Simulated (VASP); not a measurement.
# TiO2 (Anatase) (I4_1/amd) in VASP: further runs

The runs below take TiO2 (Anatase) through single point, with PBE.

Program: VASP 6.6.1. These are calculated values, not measurements. Logs are shortened: lines on timing, memory, paths and dates and some standing lists are left out, and cuts for length are marked.

### 1 Starting point

The structure is tetragonal, space group I4_1/amd (No. 141). Conventional cell: a = 3.784 Å, b = 3.784 Å, c = 9.515 Å, α = 90.00°, β = 90.00°, γ = 90.00°. Ti (site symmetry -4m2) has 6 O at 1.93 to 1.98 Å as nearest neighbours. O (site symmetry 2mm) has 3 Ti at 1.93 to 1.98 Å as nearest neighbours.

### 2 Single point, PBE

The input, INCAR:

```
SYSTEM = TiO2
ADDGRID = .FALSE.
ALGO = Normal
EDIFF = 1E-7
ENCUT = 650
GGA = PE
ISIF = 2
ISMEAR = 0
LASPH = .TRUE.
LCHARG = .FALSE.
LREAL = .FALSE.
LWAVE = .FALSE.
NELM = 100
PREC = Accurate
SIGMA = 0.05
```

The input, KPOINTS:

```
k-points
0
G
  3 3 3
  0 0 0
```

The input, POSCAR:

```
TiO2
1.0
   -1.8921000000      1.8921000000      4.7573000000
    1.8921000000     -1.8921000000      4.7573000000
    1.8921000000      1.8921000000     -4.7573000000
Ti O
2 4
Direct
    0.7500000000      0.2500000000      0.5000000000
    0.0000000000      0.0000000000      0.0000000000
    0.7919000000      0.7919000000      0.0000000000
    0.5419000000      0.0419000000      0.5000000000
    0.9581000000      0.4581000000      0.5000000000
    0.2081000000      0.2081000000      0.0000000000
```

Potentials or basis: VASP PAW PBE potentials, release 64 (Ti, O).

Started as:

```
$ cat potpaw_PBE.64/Ti/POTCAR potpaw_PBE.64/O/POTCAR > POTCAR
$ mpirun -np 1 vasp_std > vasp.out
```

OUTCAR:

```text
SYSTEM = TiO2
   EDIFF = 1E-7
   ENCUT = 650
   GGA = PE
   ISIF = 2
   ISMEAR = 0
   LASPH = .TRUE.
   LREAL = .FALSE.
   NELM = 100
   PREC = Accurate

 Found      6 irreducible k-points:

 Following reciprocal coordinates:
            Coordinates               Weight
  0.000000  0.000000  0.000000      1.000000
  0.333333  0.000000  0.000000      8.000000
  0.333333  0.333333  0.000000      8.000000
 -0.333333  0.333333  0.000000      4.000000
 -0.333333  0.333333  0.333333      4.000000
 -0.333333 -0.333333  0.333333      2.000000
   k-points           NKPTS =      6   k-points in BZ     NKDIM =      6   number of bands    NBANDS=     20
   number of dos      NEDOS =    301   number of ions     NIONS =      6
   total plane-waves  NPLWV = 110592
   dimension x,y,z NGX =    48 NGY =   48 NGZ =   48
   dimension x,y,z NGXF=    96 NGYF=   96 NGZF=   96
   ions per type =               2   4
   NGX,Y,Z   is equivalent  to a cutoff of  14.62, 14.62, 14.62 a.u.
   NGXF,Y,Z  is equivalent  to a cutoff of  29.24, 29.24, 29.24 a.u.
 SYSTEM =  TiO2
   PREC   = accura    normal or accurate (medium, high low for compatibility)
   ISTART =      0    job   : 0-new  1-cont  2-samecut
   ICHARG =      2    charge: 1-file 2-atom 10-const
   ISPIN  =      1    spin polarized calculation?
   LNONCOLLINEAR =      F non collinear calculations
   LSORBIT =      F    spin-orbit coupling
   LASPH  =      T    aspherical Exc in radial PAW
   ENCUT  =  650.0 eV  47.77 Ry    6.91 a.u.  11.35 11.35 11.35*2*pi/ulx,y,z
   NELM   =    100;   NELMIN=  2; NELMDL= -5     # of ELM steps
   EDIFF  = 0.1E-06   stopping-criterion for ELM
   LREAL  =      F    real-space projection
   EDIFFG = 0.1E-05   stopping-criterion for IOM
   NSW    =      0    number of steps for IOM
   IBRION =     -1    ionic relax: 0-MD 1-quasi-New 2-CG
   NFREE  =      0    steps in history (QN), initial steepest desc. (CG)
   ISIF   =      2    stress and relaxation
   ISYM   =      2    0-nonsym 1-usesym 2-fastsym
   POTIM  = 0.5000    time-step for ionic-motion
   TEBEG  =    0.0;   TEEND  =   0.0 temperature during run
   PSTRESS=    0.0 pullay stress
   NELECT =      32.0000    total number of electrons
   NUPDOWN=      -1.0000    fix difference up-down
   EMIN   =  10.00;   EMAX   =-10.00  energy-range for DOS
[... 5 lines left out ...]
     AMIX     =   0.40;   BMIX     =  1.00
     AMIX_MAG =   1.60;   BMIX_MAG =  1.00
  volume/ion in A,a.u.               =      11.35        76.62
  Fermi-wavevector in a.u.,A,eV,Ry     =   1.272590  2.404847 22.034444  1.619486
  Thomas-Fermi vector in A             =   2.405460
   LORBIT       =      0    0 simple, 1 ext, 2 COOP (PROOUT), +10 PAW based schemes
   GGA     = PE    functional components
   LHFCALC =     F    Hartree Fock is set to
   AEXX    =    0.0000 exact exchange contribution
   IVDW    =     0    specifies the selected vdW correction
   LEPSILON=     F    determine dielectric tensor
   LRPA    =     F    only Hartree local field effects (RPA)
 non-spin polarized calculation
 Gauss-broadening in eV      SIGMA  =   0.05
  energy-cutoff  :      650.00
  volume of cell :       68.13
 maximum number of plane-waves:      2581
 NGX is ok and might be reduce to    48
   NGX = 23   NGY = 23   NGZ = 23

 number of electron      31.9999996 magnetization

 Free energy of the ion-electron system (eV)
  ---------------------------------------------------
  ext. energy  EPLUGINS =         0.00000000
  ---------------------------------------------------
  free energy    TOTEN  =       -52.94997451 eV

  energy without entropy =      -52.94997451  energy(sigma->0) =      -52.94997451

 E-fermi :   0.8315     XC(G=0): -10.5247

 val. band max:        0.5889086782   @ k =  -0.3333   0.3333   0.0000
 cond. band min:       2.6463125260   @ k =   0.0000   0.0000   0.0000
 fundamental gap:      2.0574038478
 Fermi energy:         0.8315429560

 k-point     1 :       0.0000    0.0000    0.0000
  band No.  band energies     occupation
      1     -17.0031      2.00000
      2     -15.9554      2.00000
      3     -15.9434      2.00000
      4     -15.4770      2.00000
      5      -3.2763      2.00000
      6      -3.1582      2.00000
[... 12 lines left out ...]
     19       4.4782      0.00000
     20       4.4785      0.00000

 k-point     2 :       0.3333    0.0000    0.0000
  band No.  band energies     occupation
      1     -16.6135      2.00000
      2     -15.7971      2.00000
      3     -15.7794      2.00000
      4     -15.4743      2.00000
      5      -3.9514      2.00000
      6      -3.2011      2.00000
[... 12 lines left out ...]
     19       4.0598      0.00000
     20       4.1144      0.00000

 k-point     3 :       0.3333    0.3333    0.0000
  band No.  band energies     occupation
      1     -16.0765      2.00000
      2     -15.8009      2.00000
      3     -15.5720      2.00000
      4     -15.4675      2.00000
      5      -4.0010      2.00000
      6      -3.9137      2.00000
[... 12 lines left out ...]
     19       3.9926      0.00000
     20       4.1689      0.00000

 k-point     4 :      -0.3333    0.3333    0.0000
  band No.  band energies     occupation
      1     -16.2261      2.00000
      2     -15.6426      2.00000
      3     -15.6403      2.00000
      4     -15.3935      2.00000
      5      -4.0420      2.00000
      6      -3.7840      2.00000
[... 12 lines left out ...]
     19       3.9910      0.00000
     20       4.3260      0.00000

 k-point     5 :      -0.3333    0.3333    0.3333
  band No.  band energies     occupation
      1     -16.4372      2.00000
      2     -15.9578      2.00000
      3     -15.7237      2.00000
      4     -15.5713      2.00000
      5      -4.0302      2.00000
      6      -3.0318      2.00000
[... 12 lines left out ...]
     19       4.0258      0.00000
     20       4.0715      0.00000

 k-point     6 :      -0.3333   -0.3333    0.3333
  band No.  band energies     occupation
      1     -16.7420      2.00000
      2     -16.2233      2.00000
      3     -15.8415      2.00000
      4     -15.6179      2.00000
      5      -3.0909      2.00000
      6      -3.0909      2.00000
[... 12 lines left out ...]
     19       4.2771      0.00000
     20       4.2771      0.00000

------------------------ aborting loop because EDIFF is reached ----------------------------------------

  FORCE on cell =-STRESS in cart. coord.  units (eV):
  Direction    XX          YY          ZZ          XY          YZ          ZX
  --------------------------------------------------------------------------------------
  -------------------------------------------------------------------------------------
  Total        3.0613200      3.0613200      4.0809450      0.0000000     -0.0000000      0.0000000
  in kB       71.9963705     71.9963705     95.9759954      0.0000000     -0.0000000      0.0000000
  external PRESSURE =      79.9895788 kB  Pullay stress =       0.0000000 kB

 VOLUME and BASIS-vectors are now :
 -----------------------------------------------------------------------------
  energy-cutoff  :      650.00
  volume of cell :       68.13
      direct lattice vectors                 reciprocal lattice vectors
    -1.892100000  1.892100000  4.757300000     0.000000000  0.264256646  0.105101633
     1.892100000 -1.892100000  4.757300000     0.264256646  0.000000000  0.105101633
     1.892100000  1.892100000 -4.757300000     0.264256646  0.264256646  0.000000000

 POSITION                                       TOTAL-FORCE (eV/Angst)
 -----------------------------------------------------------------------------------
      0.00000      1.89210      2.37865         0.000000      0.000000      0.000000
      0.00000      0.00000      0.00000         0.000000      0.000000      0.000000
      0.00000      0.00000      7.53461        -0.000000      0.000000     -0.247576
      0.00000      1.89210      0.39866         0.000000     -0.000000     -0.247576
      0.00000      1.89210      4.35864         0.000000     -0.000000      0.247576
      0.00000      0.00000      1.97999        -0.000000      0.000000      0.247576
 -----------------------------------------------------------------------------------
    total drift:                                0.000000     -0.000000      0.000000

  FREE ENERGIE OF THE ION-ELECTRON SYSTEM (eV)
  ---------------------------------------------------
  free  energy   TOTEN  =       -52.9499745071 eV

  energy  without entropy=      -52.9499745071  energy(sigma->0) =      -52.94997451
```

Run time: 27 s. Hardware: 1 thread of Intel Xeon Platinum 8488C (Sapphire Rapids), shared host; peak memory 0.3 GiB.

The run converged, but some of its settings lie outside the range that counts as converged, so its numbers aren't taken as properties of the crystal.

Results:

```
Free energy            : -52.9500 eV
Pressure               : 8.0 GPa
Largest force          : 0.248 eV/Å
Band gap on the k mesh : 2.06 eV, indirect (least direct gap 2.27 eV)
```

Caveat: the k mesh is coarse (spacing up to 0.78 Å⁻¹), so the values aren't converged; an odd mesh through Γ misses points on the zone boundary, where band edges often lie.

### 3 Single point, PBE

INCAR is that of step 2.

KPOINTS is that of step 2.

The input, POSCAR:

```
TiO2
1.0
   -1.8921000000      1.8921000000      4.7573000000
    1.8921000000     -1.8921000000      4.7573000000
    1.8921000000      1.8921000000     -4.7573000000
Ti O
2 4
Direct
    0.7634100000      0.2505420000      0.5022120000
    0.0240310000     -0.0225460000     -0.0109780000
    0.8032660000      0.7916050000      0.0039110000
    0.5255800000      0.0234350000      0.4817660000
    0.9615640000      0.4693800000      0.5068500000
    0.1853180000      0.2146180000     -0.0384270000
```

Potentials or basis: VASP PAW PBE potentials, release 64 (Ti, O).

Started as:

```
$ cat potpaw_PBE.64/Ti/POTCAR potpaw_PBE.64/O/POTCAR > POTCAR
$ mpirun -np 1 vasp_std > vasp.out
```

Wall time 54 s (1 thread of Intel Xeon Platinum 8488C (Sapphire Rapids), shared host); peak memory 0.31 GiB.

These settings aren't checked as converged: the numbers below hold their error.

Results:

```yaml
Free_energy: -52.5425 eV
Pressure: 11.3 GPa
Largest_force: 3.037 eV/Å
Band_gap_on_the_k_mesh: 2.34 eV, indirect (least direct gap 2.64 eV)
```

Caveat: the k mesh is coarse (spacing up to 0.78 Å⁻¹), so the values aren't converged; an odd mesh through Γ misses points on the zone boundary, where band edges often lie.

### 4 Single point, PBE

Edit INCAR of step 3 so:

```diff
@@ -4,3 +4,3 @@
 EDIFF = 1E-7
-ENCUT = 650
+ENCUT = 220
 GGA = PE
```

The input, KPOINTS:

```
k-points
0
G
  6 6 6
  0 0 0
```

The input, POSCAR:

```
TiO2
1.0
   -1.8921000000      1.8921000000      4.7573000000
    1.8921000000     -1.8921000000      4.7573000000
    1.8921000000      1.8921000000     -4.7573000000
Ti O
2 4
Direct
    0.7500000000      0.2500000000      0.5000000000
    0.0000000000      0.0000000000      0.0000000000
    0.7919000000      0.7919000000      0.0000000000
    0.5419000000      0.0419000000      0.5000000000
    0.9581000000      0.4581000000      0.5000000000
    0.2081000000      0.2081000000      0.0000000000
```

Started as:

```
$ cat potpaw_PBE.64/Ti/POTCAR potpaw_PBE.64/O/POTCAR > POTCAR
$ mpirun -np 1 vasp_std > vasp.out
```

Wall time 17 s (1 thread of Intel Xeon Platinum 8488C (Sapphire Rapids), shared host); peak memory 0.15 GiB.

The run converged, but a check on its numbers failed (symmetry, net force, bounds or a known fault of this set-up), so they aren't taken as properties of the crystal.

Caveat: the cutoff lies under the usual one of these potentials, so the numbers hold a large basis-set error; a pressure of tens of GPa on the cell as given is suspect, and the run, the potentials or the cell itself is likely at fault.

### 5 For comparison

An earlier run on the cell as given: functional PBEsol; potentials or basis VASP PAW PBE potentials, release 64 (Ti_sv, O); cutoff 520 eV; k mesh 10 × 10 × 10; occupations fermi-dirac, width 0.05 eV; no spin polarisation.

- Pressure: -0.4 GPa
- Largest force: 0.012 eV/Å
- Band gap on the k mesh: 2.06 eV, indirect (least direct gap 2.40 eV)
